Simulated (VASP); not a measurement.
# Sb (Im-3m) in VASP: further runs

One crystal, Sb, is run at these levels: PBE; tasks: single point.

Program: VASP 6.6.1. These are calculated values, not measurements. Logs are shortened: lines on timing, memory, paths and dates and some standing lists are left out, and cuts for length are marked.

## Step 1: The crystal as given

Symmetry: Im-3m, No. 229, cubic system. The conventional cell has a = 3.743 Å, b = 3.743 Å, c = 3.743 Å, α = 90.00°, β = 90.00°, γ = 90.00°. Around Sb (site symmetry m-3m) lie 8 Sb at 3.24 Å.

This isn't the form of Sb at room conditions, which is rhombohedral.

## Step 2: Single point, PBE

INCAR reads:

```
SYSTEM = Sb
PREC = Accurate
ENCUT = 550
EDIFF = 1E-6
ISMEAR = 0
SIGMA = 0.05
LREAL = Auto
LASPH = .True.
NELM = 100
ALGO = Normal
ISIF = 2
LWAVE = .False.
LCHARG = .False.
GGA = PE
ADDGRID = .False.
```

KPOINTS reads:

```
Automatic mesh
0
Gamma
  7 7 7
  0 0 0
```

POSCAR reads:

```
Sb
1.0
   -1.8488020000      1.8498240000      1.9110830000
    1.8778730000     -1.8297390000      1.9200690000
    1.8451380000      1.8260750000     -1.8909980000
Sb
1
Direct
   -0.0010080000      0.0132760000      0.0062290000
```

Potentials or basis: VASP PAW PBE potentials, release 64 (Sb).

On the command line:

```console
$ cat potpaw_PBE.64/Sb/POTCAR > POTCAR
$ mpirun -np 1 vasp_std > vasp.out
```

OUTCAR:

```text
SYSTEM = Sb
   PREC = Accurate
   ENCUT = 550
   EDIFF = 1E-6
   ISMEAR = 0
   LREAL = Auto
   LASPH = .True.
   NELM = 100
   ISIF = 2
   GGA = PE

 Found    172 irreducible k-points:

 Following reciprocal coordinates:
            Coordinates               Weight
  0.000000  0.000000  0.000000      1.000000
  0.142857  0.000000  0.000000      2.000000
  0.285714  0.000000  0.000000      2.000000
  0.428571  0.000000  0.000000      2.000000
  0.000000  0.142857  0.000000      2.000000
  0.142857  0.142857  0.000000      2.000000
   k-points           NKPTS =    172   k-points in BZ     NKDIM =    172   number of bands    NBANDS=      6
   number of dos      NEDOS =    301   number of ions     NIONS =      1
   total plane-waves  NPLWV =  21952
   dimension x,y,z NGX =    28 NGY =   28 NGZ =   28
   dimension x,y,z NGXF=    56 NGYF=   56 NGZF=   56
   ions per type =               1
   NGX,Y,Z   is equivalent  to a cutoff of  14.37, 14.32, 14.49 a.u.
   NGXF,Y,Z  is equivalent  to a cutoff of  28.74, 28.65, 28.99 a.u.
 SYSTEM =  Sb
   PREC   = accura    normal or accurate (medium, high low for compatibility)
   ISTART =      0    job   : 0-new  1-cont  2-samecut
   ICHARG =      2    charge: 1-file 2-atom 10-const
   ISPIN  =      1    spin polarized calculation?
   LNONCOLLINEAR =      F non collinear calculations
   LSORBIT =      F    spin-orbit coupling
   LASPH  =      T    aspherical Exc in radial PAW
   ENCUT  =  550.0 eV  40.42 Ry    6.36 a.u.   6.19  6.21  6.14*2*pi/ulx,y,z
   NELM   =    100;   NELMIN=  2; NELMDL= -5     # of ELM steps
   EDIFF  = 0.1E-05   stopping-criterion for ELM
   LREAL  =      T    real-space projection
   EDIFFG = 0.1E-04   stopping-criterion for IOM
   NSW    =      0    number of steps for IOM
   IBRION =     -1    ionic relax: 0-MD 1-quasi-New 2-CG
   NFREE  =      0    steps in history (QN), initial steepest desc. (CG)
   ISIF   =      2    stress and relaxation
   ISYM   =      2    0-nonsym 1-usesym 2-fastsym
   POTIM  = 0.5000    time-step for ionic-motion
   TEBEG  =    0.0;   TEEND  =   0.0 temperature during run
   PSTRESS=    0.0 pullay stress
   NELECT =       5.0000    total number of electrons
   NUPDOWN=      -1.0000    fix difference up-down
   EMIN   =  10.00;   EMAX   =-10.00  energy-range for DOS
   EFERMI =   0.00;   METHOD = LEGACY
   ISMEAR =     0;   SIGMA  =   0.05  broadening in eV -4-tet -1-fermi 0-gaus
   EFERMI_NEDOS =   21; number of points for ismear=-14 and -15
   IALGO  =     38    algorithm
   IMIX   =      4    mixing-type and parameters
     AMIX     =   0.40;   BMIX     =  1.00
     AMIX_MAG =   1.60;   BMIX_MAG =  1.00
  volume/ion in A,a.u.               =      26.21       176.89
  Fermi-wavevector in a.u.,A,eV,Ry     =   0.942378  1.780837 12.083020  0.888077
  Thomas-Fermi vector in A             =   2.069982
   LORBIT       =      0    0 simple, 1 ext, 2 COOP (PROOUT), +10 PAW based schemes
   GGA     = PE    functional components
   LHFCALC =     F    Hartree Fock is set to
   AEXX    =    0.0000 exact exchange contribution
   IVDW    =     0    specifies the selected vdW correction
   LEPSILON=     F    determine dielectric tensor
   LRPA    =     F    only Hartree local field effects (RPA)
 non-spin polarized calculation
 Gauss-broadening in eV      SIGMA  =   0.05
  energy-cutoff  :      550.00
  volume of cell :       26.21
 maximum number of plane-waves:       779
 NGX is ok and might be reduce to    28
   NGX = 13   NGY = 13   NGZ = 13

 number of electron       5.0000000 magnetization

 Free energy of the ion-electron system (eV)
  ---------------------------------------------------
  ext. energy  EPLUGINS =         0.00000000
  ---------------------------------------------------
  free energy    TOTEN  =        -3.82346980 eV

  energy without entropy =       -3.82199386  energy(sigma->0) =       -3.82273183

 E-fermi :   8.9367     XC(G=0): -10.3489

 val. band max:        8.9336309617   @ k =  -0.4286   0.2857   0.0000
 cond. band min:       8.9666967822   @ k =   0.2857   0.1429   0.1429
 fundamental gap:      0.0330658205
 Fermi energy:         8.9366964025

 k-point     1 :       0.0000    0.0000    0.0000
  band No.  band energies     occupation
      1      -4.2549      2.00000
      2      14.2700      0.00000
      3      14.5361      0.00000
      4      14.6751      0.00000
      5      19.1280      0.00000
      6      19.3584      0.00000

 k-point     2 :       0.1429    0.0000    0.0000
  band No.  band energies     occupation
      1      -3.8248      2.00000
      2      11.5805      0.00000
      3      13.3397      0.00000
      4      14.2245      0.00000
      5      17.6897      0.00000
      6      17.9928      0.00000

 k-point     3 :       0.2857    0.0000    0.0000
  band No.  band energies     occupation
      1      -2.5592      2.00000
      2       7.2932      2.00000
      3      11.7413      0.00000
      4      13.4097      0.00000
      5      16.2259      0.00000
      6      16.6727      0.00000

 k-point     4 :       0.4286    0.0000    0.0000
  band No.  band energies     occupation
      1      -0.6997      2.00000
      2       3.7689      2.00000
      3      10.8093      0.00000
      4      12.8362      0.00000
      5      15.5054      0.00000
      6      16.0062      0.00000

 k-point     5 :       0.0000    0.1429    0.0000
  band No.  band energies     occupation
      1      -3.8334      2.00000
      2      11.4169      0.00000
      3      13.4849      0.00000
      4      14.2927      0.00000
      5      17.7925      0.00000
      6      18.1235      0.00000

 k-point     6 :       0.1429    0.1429    0.0000
  band No.  band energies     occupation
      1      -3.0091      2.00000
      2       9.0310      0.00765
      3      10.8772      0.00000
      4      13.3078      0.00000
      5      17.6055      0.00000
      6      18.1425      0.00000

 [... further k-points ...]

------------------------ aborting loop because EDIFF is reached ----------------------------------------

  FORCE on cell =-STRESS in cart. coord.  units (eV):
  Direction    XX          YY          ZZ          XY          YZ          ZX
  --------------------------------------------------------------------------------------
  -------------------------------------------------------------------------------------
  Total        0.4712886      0.1493451      0.5992315      0.0146409     -0.0242503     -0.0029132
  in kB       28.8057323      9.1281548     36.6257551      0.8948683     -1.4822070     -0.1780598
  external PRESSURE =      24.8532141 kB  Pullay stress =       0.0000000 kB

 VOLUME and BASIS-vectors are now :
 -----------------------------------------------------------------------------
  energy-cutoff  :      550.00
  volume of cell :       26.21
      direct lattice vectors                 reciprocal lattice vectors
    -1.848802000  1.849824000  1.911083000    -0.001760844  0.270622024  0.259612708
     1.877873000 -1.829739000  1.920069000     0.266576263 -0.001149462  0.259001326
     1.845138000  1.826075000 -1.890998000     0.268894891  0.272329269 -0.003468089

 POSITION                                       TOTAL-FORCE (eV/Angst)
 -----------------------------------------------------------------------------------
     -1.81051      1.83504      1.92287         0.000000      0.000000      0.000000
 -----------------------------------------------------------------------------------
    total drift:                                0.000000     -0.000000     -0.000000

  FREE ENERGIE OF THE ION-ELECTRON SYSTEM (eV)
  ---------------------------------------------------
  free  energy   TOTEN  =        -3.8234698023 eV

  energy  without entropy=       -3.8219938647  energy(sigma->0) =       -3.82273183
```

It took 62 s on 1 thread of AMD EPYC 7R43 (Zen 3), shared host; peak memory 0.12 GiB.

These settings aren't checked as converged: the numbers below hold their error.

What came out:

* Free energy: -3.8235 eV
* Pressure: 2.5 GPa
* Band gap on the k mesh: none (metal or under the smearing width)

## Step 3: Single point, PBE

INCAR: that of step 2 with these lines changed.

```diff
@@ -3,6 +3,6 @@
 ENCUT = 550
-EDIFF = 1E-6
+EDIFF = 1E-4
 ISMEAR = 0
 SIGMA = 0.05
-LREAL = Auto
+LREAL = .False.
 LASPH = .True.
```

KPOINTS is that of step 2.

POSCAR reads:

```
Sb
1.0
   -1.8713408863      1.8713408863      1.8713408863
    1.8713408863     -1.8713408863      1.8713408863
    1.8713408863      1.8713408863     -1.8713408863
Sb
1
Direct
    0.0000000000      0.0000000000      0.0000000000
```

Potentials or basis: VASP PAW PBE potentials, release 64 (Sb).

On the command line:

```console
$ cat potpaw_PBE.64/Sb/POTCAR > POTCAR
$ mpirun -np 1 vasp_std > vasp.out
```

Wall time 4.7 s (1 thread of AMD EPYC 7R43 (Zen 3), shared host); peak memory 0.11 GiB.

The run converged, but some of its settings lie outside the range that counts as converged, so its numbers aren't taken as properties of the crystal.

What came out:

```yaml
Free_energy: -3.8187 eV
Pressure: 1.7 GPa
Band_gap_on_the_k_mesh: none (metal or under the smearing width)
```

## Step 4: Single point, PBE

INCAR is that of step 3.

KPOINTS is that of step 3.

POSCAR reads:

```
Sb
1.0
   -1.8488020000      1.8498240000      1.9110830000
    1.8778730000     -1.8297390000      1.9200690000
    1.8451380000      1.8260750000     -1.8909980000
Sb
1
Direct
   -0.0010080000      0.0132760000      0.0062290000
```

On the command line:

```console
$ cat potpaw_PBE.64/Sb/POTCAR > POTCAR
$ mpirun -np 1 vasp_std > vasp.out
```

It took 28 s on 1 thread of AMD EPYC 7R43 (Zen 3), shared host; peak memory 0.14 GiB.

The run converged, but some of its settings lie outside the range that counts as converged, so its numbers aren't taken as properties of the crystal.

What came out:

```yaml
Free_energy: -3.8228 eV
Pressure: 2.5 GPa
Band_gap_on_the_k_mesh: none (metal or under the smearing width)
```

## Step 5: Single point, PBE

INCAR: that of step 4 with these lines changed.

```diff
@@ -2,4 +2,4 @@
 PREC = Accurate
-ENCUT = 550
-EDIFF = 1E-4
+ENCUT = 700
+EDIFF = 1E-6
 ISMEAR = 0
```

KPOINTS is that of step 4.

POSCAR reads:

```
Sb
1.0
   -1.8713408863      1.8713408863      1.8713408863
    1.8713408863     -1.8713408863      1.8713408863
    1.8713408863      1.8713408863     -1.8713408863
Sb
1
Direct
    0.0000000000      0.0000000000      0.0000000000
```

On the command line:

```console
$ cat potpaw_PBE.64/Sb/POTCAR > POTCAR
$ mpirun -np 1 vasp_std > vasp.out
```

Wall time 5 s (1 thread of AMD EPYC 7R43 (Zen 3), shared host); peak memory 0.12 GiB.

These settings aren't checked as converged: the numbers below hold their error.

What came out:

- Free energy: -3.8188 eV
- Pressure: 1.7 GPa
- Band gap on the k mesh: none (metal or under the smearing width)

## Step 6: Single point, PBE

INCAR is that of step 5.

KPOINTS is that of step 5.

POSCAR reads:

```
Sb
1.0
   -1.8488020000      1.8498240000      1.9110830000
    1.8778730000     -1.8297390000      1.9200690000
    1.8451380000      1.8260750000     -1.8909980000
Sb
1
Direct
   -0.0010080000      0.0132760000      0.0062290000
```

Potentials or basis: VASP PAW PBE potentials, release 64 (Sb).

On the command line:

```console
$ cat potpaw_PBE.64/Sb/POTCAR > POTCAR
$ mpirun -np 1 vasp_std > vasp.out
```

OUTCAR:

```text
SYSTEM = Sb
   PREC = Accurate
   ENCUT = 700
   EDIFF = 1E-6
   ISMEAR = 0
   LREAL = .False.
   LASPH = .True.
   NELM = 100
   ISIF = 2
   GGA = PE

 Found    172 irreducible k-points:

 Following reciprocal coordinates:
            Coordinates               Weight
  0.000000  0.000000  0.000000      1.000000
  0.142857  0.000000  0.000000      2.000000
  0.285714  0.000000  0.000000      2.000000
  0.428571  0.000000  0.000000      2.000000
  0.000000  0.142857  0.000000      2.000000
  0.142857  0.142857  0.000000      2.000000
   k-points           NKPTS =    172   k-points in BZ     NKDIM =    172   number of bands    NBANDS=      6
   number of dos      NEDOS =    301   number of ions     NIONS =      1
   total plane-waves  NPLWV =  21952
   dimension x,y,z NGX =    28 NGY =   28 NGZ =   28
   dimension x,y,z NGXF=    56 NGYF=   56 NGZF=   56
   ions per type =               1
   NGX,Y,Z   is equivalent  to a cutoff of  14.37, 14.32, 14.49 a.u.
   NGXF,Y,Z  is equivalent  to a cutoff of  28.74, 28.65, 28.99 a.u.
 SYSTEM =  Sb
   PREC   = accura    normal or accurate (medium, high low for compatibility)
   ISTART =      0    job   : 0-new  1-cont  2-samecut
   ICHARG =      2    charge: 1-file 2-atom 10-const
   ISPIN  =      1    spin polarized calculation?
   LNONCOLLINEAR =      F non collinear calculations
   LSORBIT =      F    spin-orbit coupling
   LASPH  =      T    aspherical Exc in radial PAW
   ENCUT  =  700.0 eV  51.45 Ry    7.17 a.u.   6.99  7.01  6.93*2*pi/ulx,y,z
   NELM   =    100;   NELMIN=  2; NELMDL= -5     # of ELM steps
   EDIFF  = 0.1E-05   stopping-criterion for ELM
   LREAL  =      F    real-space projection
   EDIFFG = 0.1E-04   stopping-criterion for IOM
   NSW    =      0    number of steps for IOM
   IBRION =     -1    ionic relax: 0-MD 1-quasi-New 2-CG
   NFREE  =      0    steps in history (QN), initial steepest desc. (CG)
   ISIF   =      2    stress and relaxation
   ISYM   =      2    0-nonsym 1-usesym 2-fastsym
   POTIM  = 0.5000    time-step for ionic-motion
   TEBEG  =    0.0;   TEEND  =   0.0 temperature during run
   PSTRESS=    0.0 pullay stress
   NELECT =       5.0000    total number of electrons
   NUPDOWN=      -1.0000    fix difference up-down
   EMIN   =  10.00;   EMAX   =-10.00  energy-range for DOS
   EFERMI =   0.00;   METHOD = LEGACY
   ISMEAR =     0;   SIGMA  =   0.05  broadening in eV -4-tet -1-fermi 0-gaus
   EFERMI_NEDOS =   21; number of points for ismear=-14 and -15
   IALGO  =     38    algorithm
   IMIX   =      4    mixing-type and parameters
     AMIX     =   0.40;   BMIX     =  1.00
     AMIX_MAG =   1.60;   BMIX_MAG =  1.00
  volume/ion in A,a.u.               =      26.21       176.89
  Fermi-wavevector in a.u.,A,eV,Ry     =   0.942378  1.780837 12.083020  0.888077
  Thomas-Fermi vector in A             =   2.069982
   LORBIT       =      0    0 simple, 1 ext, 2 COOP (PROOUT), +10 PAW based schemes
   GGA     = PE    functional components
   LHFCALC =     F    Hartree Fock is set to
   AEXX    =    0.0000 exact exchange contribution
   IVDW    =     0    specifies the selected vdW correction
   LEPSILON=     F    determine dielectric tensor
   LRPA    =     F    only Hartree local field effects (RPA)
 non-spin polarized calculation
 Gauss-broadening in eV      SIGMA  =   0.05
  energy-cutoff  :      700.00
  volume of cell :       26.21
 maximum number of plane-waves:      1118
   NGX = 13   NGY = 13   NGZ = 13

 number of electron       5.0000000 magnetization

 Free energy of the ion-electron system (eV)
  ---------------------------------------------------
  ext. energy  EPLUGINS =         0.00000000
  ---------------------------------------------------
  free energy    TOTEN  =        -3.82278621 eV

  energy without entropy =       -3.82131009  energy(sigma->0) =       -3.82204815

 E-fermi :   8.9365     XC(G=0): -10.3489

 val. band max:        8.9333938964   @ k =  -0.4286   0.2857   0.0000
 cond. band min:       8.9664252223   @ k =   0.2857   0.1429   0.1429
 fundamental gap:      0.0330313259
 Fermi energy:         8.9365000188

 k-point     1 :       0.0000    0.0000    0.0000
  band No.  band energies     occupation
      1      -4.2546      2.00000
      2      14.2699      0.00000
      3      14.5361      0.00000
      4      14.6750      0.00000
      5      19.1274      0.00000
      6      19.3579      0.00000

 k-point     2 :       0.1429    0.0000    0.0000
  band No.  band energies     occupation
      1      -3.8245      2.00000
      2      11.5804      0.00000
      3      13.3396      0.00000
      4      14.2245      0.00000
      5      17.6895      0.00000
      6      17.9924      0.00000

 k-point     3 :       0.2857    0.0000    0.0000
  band No.  band energies     occupation
      1      -2.5589      2.00000
      2       7.2931      2.00000
      3      11.7412      0.00000
      4      13.4097      0.00000
      5      16.2258      0.00000
      6      16.6723      0.00000

 k-point     4 :       0.4286    0.0000    0.0000
  band No.  band energies     occupation
      1      -0.6993      2.00000
      2       3.7686      2.00000
      3      10.8091      0.00000
      4      12.8361      0.00000
      5      15.5053      0.00000
      6      16.0058      0.00000

 k-point     5 :       0.0000    0.1429    0.0000
  band No.  band energies     occupation
      1      -3.8330      2.00000
      2      11.4168      0.00000
      3      13.4848      0.00000
      4      14.2926      0.00000
      5      17.7923      0.00000
      6      18.1231      0.00000

 k-point     6 :       0.1429    0.1429    0.0000
  band No.  band energies     occupation
      1      -3.0089      2.00000
      2       9.0310      0.00755
      3      10.8770      0.00000
      4      13.3077      0.00000
      5      17.6052      0.00000
      6      18.1423      0.00000

 [... further k-points ...]

------------------------ aborting loop because EDIFF is reached ----------------------------------------

  FORCE on cell =-STRESS in cart. coord.  units (eV):
  Direction    XX          YY          ZZ          XY          YZ          ZX
  --------------------------------------------------------------------------------------
  -------------------------------------------------------------------------------------
  Total        0.4722825      0.1501160      0.5931815      0.0116959     -0.0249921     -0.0031276
  in kB       28.8664792      9.1752705     36.2559680      0.7148663     -1.5275466     -0.1911631
  external PRESSURE =      24.7659059 kB  Pullay stress =       0.0000000 kB

 VOLUME and BASIS-vectors are now :
 -----------------------------------------------------------------------------
  energy-cutoff  :      700.00
  volume of cell :       26.21
      direct lattice vectors                 reciprocal lattice vectors
    -1.848802000  1.849824000  1.911083000    -0.001760844  0.270622024  0.259612708
     1.877873000 -1.829739000  1.920069000     0.266576263 -0.001149462  0.259001326
     1.845138000  1.826075000 -1.890998000     0.268894891  0.272329269 -0.003468089

 POSITION                                       TOTAL-FORCE (eV/Angst)
 -----------------------------------------------------------------------------------
     -1.81051      1.83504      1.92287        -0.000000     -0.000000      0.000000
 -----------------------------------------------------------------------------------
    total drift:                                0.000000     -0.000000     -0.000000

  FREE ENERGIE OF THE ION-ELECTRON SYSTEM (eV)
  ---------------------------------------------------
  free  energy   TOTEN  =        -3.8227862108 eV

  energy  without entropy=       -3.8213100924  energy(sigma->0) =       -3.82204815
```

stdout:

```text
POSCAR found type information on POSCAR Sb
 POSCAR found :  1 types and       1 ions
 scaLAPACK will be used
 LDA part: xc-table for (Slater+PW92), standard interpolation
 POSCAR, INCAR and KPOINTS ok, starting setup
 FFT: planning ... GRIDC
 FFT: planning ... GRID_SOFT
 FFT: planning ... GRID
 WAVECAR not read
 entering main loop
```

Run time: 39 s. Hardware: 1 thread of AMD EPYC 7R43 (Zen 3), shared host; peak memory 0.16 GiB.

These settings aren't checked as converged: the numbers below hold their error.

What came out:

```
Free energy            : -3.8228 eV
Pressure               : 2.5 GPa
Band gap on the k mesh : none (metal or under the smearing width)
```

## Step 7: The reference run

An earlier run on the cell as given: functional PBE; potentials or basis VASP PAW PBE potentials, release 64 (Sb); cutoff 520 eV; k mesh 10 × 10 × 10; occupations fermi-dirac, width 0.05 eV; no spin polarisation.

* Pressure: 3.0 GPa
* Band gap on the k mesh: none (metal or under the smearing width)
